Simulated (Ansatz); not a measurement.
# Predicting one run from its neighbours: the energy of slabs against their depth, the (001) slab of NaBr (cut from a parent of space group no. 225; 4 atoms in the cell)

```xyz
4
Lattice="4.2003 0.0000 0.0000 -4.2003 4.2003 0.0000 0.0000 0.0000 16.9700" Properties=species:S:1:pos:R:3 pbc="T T T"
Br    -2.1002     2.1002     9.9700
Br     0.0000     0.0000     7.0000
Na     0.0000     0.0000     9.9700
Na    -2.1002     2.1002     7.0000
```
(The smallest cell of the table.)

Computed with PBE (plane waves, PAW; Ansatz, a program for electronic structure).

Base settings: basis.ecutwfc = 420 eV; kpoints.mp_grid.grid = 5 5 1; hamiltonian.xc = pbe; hamiltonian.pseudopotentials = {kind: paw} (the program's default PAW files); scf.occupations.method = fermi_dirac; scf.occupations.width = 0.02 eV.

The starting cell has typed, rounded lattice constants, without a prior relaxation at this level. The slab is cut from that crystal, and its faces are unrelaxed. Its lattice was rescaled by up to half a per cent. Spin polarisation is off, though cut faces can carry moments; a gap of a slab can lie between surface states.

Deep slabs follow E = 2Aγ + N·e, so a straight line through E against N gives the surface energy without a separate bulk run; a round N·e is taken off to keep the numbers short. The area A is 17.643 Å².

```
atoms N  E − N·(-2136.365 eV) (eV)
-------  -------------------------
4                           0.2065
8                           0.1560
12                          0.1044
16                               ?
20                          0.0012
```

**Question.** Fit the line to the 4 rows given and predict the withheld one.

**Answer.** Means: x̄ = 11.000, ȳ = 0.11702. Σ(x − x̄)(y − ȳ) = -1.798 and Σ(x − x̄)² = 140.0, so b = -0.01284 and a = ȳ − b·x̄ = 0.25826; γ = a/2A = 0.117 J/m² (unrelaxed) and e = -2136.3778 eV per atom. The largest residual of the fitted rows is 0.00046. At x = 16 the line gives 0.0528 eV. The run gave 0.0528 eV, a miss of 0.0000 eV. The rows were chosen because the form fits them, the withheld one included, so this shows the method and is no test of the form.

Keys are those of Ansatz 0.2.
